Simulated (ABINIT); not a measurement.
MgO:

```
Mg O
1.0
     0.00000    2.09700    2.09700
     2.09700    0.00000    2.09700
     2.09700    2.09700    0.00000
Mg O
1 1
Direct
  0.00000 0.00000 0.00000
  0.50000 0.50000 0.50000
```

The cell is a database's computed one.

Base run:

| Property | Result |
| --- | --- |
| Program | ABINIT 10.8.3 (patched build) |
| Functional | revPBE |
| Potentials or basis | JTH PAW PBE v2.0 |
| Cutoff | 626 eV |
| k mesh | 11 × 11 × 11 |
| Occupations | fermi-dirac, width 0.05 eV |
| Spin | no spin polarisation |

Its results: band gap on the k mesh 4.95 eV, direct; pressure 10.5 GPa.

Problem. After a change of settings the same cell gave: band gap on the k mesh 4.97 eV, direct; pressure 11.5 GPa. Which change was it?
A. functional from revPBE to RPBE
B. functional from revPBE to LDA; potentials or basis from JTH PAW PBE v2.0 to PseudoDojo NC SR LDA v0.4 stringent; cutoff from 626 eV to 1252 eV
C. functional from revPBE to LDA; potentials or basis from JTH PAW PBE v2.0 to JTH PAW LDA v2.0
D. functional from revPBE to SCAN; cutoff from 626 eV to 762 eV; fine-grid cutoff from 1224.51 eV to 1360.57 eV

Solution. A.

Caveats: the PAW data sets were made with another functional, which shifts forces and pressure a little.

Runs at the PBE level aren't shown here.
